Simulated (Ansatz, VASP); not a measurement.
# Two plane-wave programs on W

```xyz
1
Lattice="-1.5674 1.5674 1.5674 1.5674 -1.5674 1.5674 1.5674 1.5674 -1.5674" Properties=species:S:1:pos:R:3 pbc="T T T"
W     0.0000    0.0000    0.0000
```

Alike in both runs: functional LDA; k mesh 19 × 19 × 19; occupations fermi-dirac, width 0.08 eV; no spin polarisation.

Ansatz relaxed the structure, and its values are those at the end. VASP's run is a single point on that final structure, the one shown.

|  | VASP | Ansatz |
| --- | --- | --- |
| version | VASP 6.6.1 | Ansatz 0.2.0 |
| potentials or method | VASP PAW LDA potentials, release 64 (W_sv) | PAW with Ansatz's default frozen-core files, scalar-relativistic |
| plane-wave cutoff (eV) | 520 | 420 |
| valence electrons in the cell | 14 | 14 |

```tsv
	VASP	Ansatz	Ansatz less VASP
pressure (GPa)	2.0	0.0	-1.97
```

The runs have no spin-orbit coupling, so splittings on W are missing.
